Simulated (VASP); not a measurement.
The system is HfC.

```xyz
2
Lattice="0.0000 2.3250 2.3250 2.3250 0.0000 2.3250 2.3250 2.3250 0.0000" Properties=species:S:1:pos:R:3 pbc="T T T"
Hf    2.3250    2.3250    2.3250
C     0.0000    0.0000    0.0000
```

Program: VASP 6.6.1. Alike in all runs: potentials or basis VASP PAW PBE potentials, release 64 (Hf_pv, C); cell as given; cutoff (eV) 520.

**Question.** Order these runs on this cell by their pressure, lowest first.
A. level SCAN; spin SOC, no magnetisation; k mesh 7 × 7 × 7; smearing fermi-dirac 0.05 eV
B. level PBE; spin off; k mesh 10 × 10 × 10; smearing gaussian 0.012 eV
C. level rSCAN; spin off; k mesh 10 × 10 × 10; smearing fermi-dirac 0.05 eV

**Answer.** A (-6.0 GPa), C (-3.5 GPa), B (-0.5 GPa).

Caveats: the PAW data sets were made with another functional, which shifts forces and pressure a little (some runs).
